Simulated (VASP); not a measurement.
# VASP 6.6.1, GW calculation on PBE orbitals, BN

INCAR, step 1 (ground state)

```
ISMEAR = 0
NELM = 120
LCHARG = .FALSE.
LASPH = .TRUE.
GGA = PE
EDIFF = 1E-7
SIGMA = 0.01
LREAL = .FALSE.
LWAVE = .TRUE.
PREC = Accurate
ENCUT = 500
```

INCAR, step 2 (empty bands)

```
LCHARG = .FALSE.
ALGO = Exact
PREC = Accurate
LASPH = .TRUE.
ISTART = 1
SIGMA = 0.01
GGA = PE
ENCUT = 500
EDIFF = 1E-7
LOPTICS = .TRUE.
NELM = 1
LREAL = .FALSE.
ISMEAR = 0
NBANDS = 39
LWAVE = .TRUE.
```

INCAR, step 3 (GW)

```
SIGMA = 0.01
ENCUT = 500
GGA = PE
ISTART = 1
EDIFF = 1E-7
PREC = Accurate
NELM = 120
ISMEAR = 0
NBANDS = 39
ENCUTGW = 120
NELMGW = 1
ALGO = EVGW0
NBANDSGW = 12
LWAVE = .FALSE.
LASPH = .TRUE.
LREAL = .FALSE.
PRECFOCK = Fast
ENCUTGWSOFT = 120
NOMEGA = 64
LCHARG = .FALSE.
```

KPOINTS

```
KPOINTS created by Atomic Simulation Environment
0
Gamma
6 6 6
0 0 0
```

POSCAR

```
B  N
 1.0000000000000000
     0.0000000000000000    1.8075000000000001    1.8075000000000001
     1.8075000000000001    0.0000000000000000    1.8075000000000001
     1.8075000000000001    1.8075000000000001    0.0000000000000000
 B   N
   1   1
Cartesian
  0.0000000000000000  0.0000000000000000  0.0000000000000000
  0.9037500000000001  0.9037500000000001  0.9037500000000001
```

VASP ran with the GW set of PAW datasets (8 valence electrons in the cell).

From OUTCAR

```
k-points           NKPTS =     16   k-points in BZ     NKDIM =    216   number of bands    NBANDS=     39

   NELECT =       8.0000    total number of electrons

   dimension x,y,z NGX =    20 NGY =   20 NGZ =   20
   dimension x,y,z NGXF=    40 NGYF=   40 NGZF=   40

  energy-cutoff  :      500.00
  volume of cell :       11.81
      direct lattice vectors                 reciprocal lattice vectors
     0.000000000  1.807500000  1.807500000    -0.276625173  0.276625173  0.276625173
     1.807500000  0.000000000  1.807500000     0.276625173 -0.276625173  0.276625173
     1.807500000  1.807500000  0.000000000     0.276625173  0.276625173 -0.276625173

 k-points in reciprocal lattice and weights: KPOINTS created by Atomic Simulation Env
   0.00000000  0.00000000  0.00000000       0.005
   0.16666667  0.00000000  0.00000000       0.037
   0.33333333  0.00000000  0.00000000       0.037
   0.50000000  0.00000000  0.00000000       0.019
   0.16666667  0.16666667  0.00000000       0.028
   0.33333333  0.16666667  0.00000000       0.111
   0.50000000  0.16666667  0.00000000       0.111
  -0.33333333  0.16666667  0.00000000       0.111
   ...

 QP shifts <psi_nk| G(iteration)W_0 |psi_nk>: iteration 1
 for sc-GW calculations column KS-energies equals QP-energies in previous step
 and V_xc(KS)=  KS-energies - (<T + V_ion + V_H > + <T+V_H+V_ion>^1  + <V_x>^1)

 k-point   1 :       0.0000    0.0000    0.0000
  band No.  KS-energies  QP-energies   sigma(KS)   V_xc(KS)     V^pw_x(r,r')   Z            occupation Imag(sigma)

      1     -12.7707     -14.6371     -17.8783     -15.4866     -26.4951       0.7804       2.0000       1.4147
      2       7.4623       6.8430     -19.0339     -18.2844     -21.8895       0.8262       2.0000       0.0611
      3       7.4623       6.8430     -19.0339     -18.2844     -21.8895       0.8262       2.0000       0.0611
      4       7.4623       6.8430     -19.0339     -18.2844     -21.8895       0.8262       2.0000       0.0611
      5      16.2823      17.7439     -12.0325     -13.7848      -7.0052       0.8341       0.0000      -0.0837
      6      16.2823      17.7439     -12.0325     -13.7848      -7.0052       0.8341       0.0000      -0.0837
      7      16.2823      17.7439     -12.0325     -13.7848      -7.0052       0.8341       0.0000      -0.0837
      8      17.8092      19.1236     -13.8247     -15.4330      -8.3861       0.8172       0.0000      -0.1019
      9      32.2072      32.7944     -10.6975     -11.4394      -3.3078       0.7915       0.0000      -0.5481
     10      35.2401      36.6395     -11.6498     -13.3195      -5.4513       0.8381       0.0000      -0.5440
     11      35.2401      36.6395     -11.6498     -13.3195      -5.4513       0.8381       0.0000      -0.5440
     12      35.8428      36.7073     -10.0578     -11.0862      -3.0458       0.8407       0.0000      -1.0116

 k-point   2 :       0.1667    0.0000    0.0000
  band No.  KS-energies  QP-energies   sigma(KS)   V_xc(KS)     V^pw_x(r,r')   Z            occupation Imag(sigma)

      1     -12.1014     -13.8936     -17.9144     -15.6038     -26.4133       0.7757       2.0000       1.3192
      2       4.4480       3.4740     -18.1397     -16.9453     -21.5007       0.8155       2.0000       0.0767
      3       6.8409       6.1513     -18.7501     -17.9147     -21.6802       0.8255       2.0000       0.0628
      4       6.8409       6.1513     -18.7501     -17.9147     -21.6802       0.8255       2.0000       0.0628
      5      16.8064      18.1502     -12.6788     -14.2982      -7.5877       0.8299       0.0000      -0.0878
      6      17.1941      18.7307     -12.2913     -14.1437      -7.0934       0.8296       0.0000      -0.0892
      7      17.1941      18.7307     -12.2913     -14.1437      -7.0934       0.8296       0.0000      -0.0892
      8      19.7019      21.3111     -14.0349     -16.0269      -8.3009       0.8078       0.0000      -0.1159
      9      31.4593      32.1000     -10.1118     -10.9101      -3.0369       0.8026       0.0000      -0.4780
     10      31.4727      32.5047     -10.8701     -12.1115      -4.6874       0.8313       0.0000      -0.4232
     11      31.4727      32.5047     -10.8701     -12.1115      -4.6874       0.8313       0.0000      -0.4232
     12      35.3468      36.1836     -10.9533     -11.9823      -3.3721       0.8132       0.0000      -0.9483

 k-point   3 :       0.3333    0.0000    0.0000
  band No.  KS-energies  QP-energies   sigma(KS)   V_xc(KS)     V^pw_x(r,r')   Z            occupation Imag(sigma)

      1     -10.2389     -11.8662     -18.1672     -16.0504     -26.3246       0.7688       2.0000       1.0482
      2      -0.4092      -1.7935     -17.3394     -15.5812     -21.9167       0.7873       2.0000       0.1429
      3       5.8994       5.1005     -18.5109     -17.5386     -21.6360       0.8217       2.0000       0.0681
      4       5.8994       5.1005     -18.5109     -17.5386     -21.6360       0.8217       2.0000       0.0681
      5      17.3683      18.6290     -13.0272     -14.5529      -7.8360       0.8264       0.0000      -0.0918
      6      18.1168      19.6617     -12.2695     -14.1359      -6.9049       0.8278       0.0000      -0.0951
      7      18.1168      19.6617     -12.2695     -14.1359      -6.9049       0.8278       0.0000      -0.0951
      8      22.0030      23.6867     -13.6337     -15.7554      -7.3223       0.7935       0.0000      -0.1530
      9      30.6920      31.4809     -10.5837     -11.5694      -3.5301       0.8004       0.0000      -0.4347
     10      31.8666      33.0044     -11.2318     -12.6133      -4.7221       0.8236       0.0000      -0.4801
     11      31.8666      33.0044     -11.2318     -12.6133      -4.7221       0.8236       0.0000      -0.4801
     12      35.0889      36.3607     -11.4762     -13.0677      -3.5762       0.7991       0.0000      -0.8919

 k-point   4 :       0.5000    0.0000    0.0000
  band No.  KS-energies  QP-energies   sigma(KS)   V_xc(KS)     V^pw_x(r,r')   Z            occupation Imag(sigma)

      1      -8.5538     -10.0389     -18.8164     -16.8551     -26.7328       0.7572       2.0000       0.8322
      2      -3.2334      -4.7647     -16.5107     -14.5120     -21.7322       0.7661       2.0000       0.2266
      3       5.5201       4.6791     -18.4582     -17.4320     -21.6782       0.8195       2.0000       0.0705
      4       5.5201       4.6791     -18.4582     -17.4320     -21.6782       0.8195       2.0000       0.0705
      5      17.6039      18.8353     -13.1540     -14.6442      -7.9308       0.8263       0.0000      -0.0933
      6      18.1714      19.6638     -12.1167     -13.9148      -6.7800       0.8300       0.0000      -0.0941
      7      18.1714      19.6638     -12.1167     -13.9148      -6.7800       0.8300       0.0000      -0.0941
      8      22.7279      24.3057     -13.0912     -15.0874      -6.5886       0.7904       0.0000      -0.1692
      9      30.9260      31.9309     -11.1306     -12.4008      -3.9127       0.7911       0.0000      -0.4181
     10      34.2602      35.6290     -11.7793     -13.4953      -3.8824       0.7976       0.0000      -0.8513
     11      34.3838      35.6538     -11.7547     -13.3276      -4.4046       0.8074       0.0000      -0.7185
     12      34.3838      35.6538     -11.7547     -13.3276      -4.4046       0.8074       0.0000      -0.7185

 k-point   5 :       0.1667    0.1667    0.0000
  band No.  KS-energies  QP-energies   sigma(KS)   V_xc(KS)     V^pw_x(r,r')   Z            occupation Imag(sigma)

      1     -11.8797     -13.6556     -17.9264     -15.6428     -26.3855       0.7777       2.0000       1.2850
      2       5.3927       4.5021     -18.7464     -17.6565     -22.0361       0.8172       2.0000       0.0721
      3       5.7110       4.8958     -18.2721     -17.2788     -21.3478       0.8207       2.0000       0.0680
      4       5.7110       4.8958     -18.2721     -17.2788     -21.3478       0.8207       2.0000       0.0680
      5      15.2182      16.4586     -11.9456     -13.4267      -7.0844       0.8375       0.0000      -0.0794
      6      18.7733      20.4500     -12.8163     -14.8575      -7.3568       0.8214       0.0000      -0.1003
      7      18.7733      20.4500     -12.8163     -14.8575      -7.3568       0.8214       0.0000      -0.1003
      8      19.3724      20.8854     -13.8173     -15.6835      -8.1433       0.8108       0.0000      -0.1119
      9      26.7544      27.6601     -10.7149     -11.8130      -4.8072       0.8247       0.0000      -0.2120
     10      33.8356      34.7394     -11.1772     -12.3122      -3.5209       0.7963       0.0000      -0.7271
     11      36.5060      37.9099     -11.6519     -13.3293      -5.2814       0.8369       0.0000      -0.6593
     12      38.1929      39.0347     -10.1817     -11.1864      -2.9292       0.8379       0.0000      -1.1359

 ...
```

```json
{
 "PBE gap on the mesh": "4.46 eV",
 "G₀W₀ gap on the mesh": "5.89 eV"
}
```

These GW values are short of the basis and mesh limit.
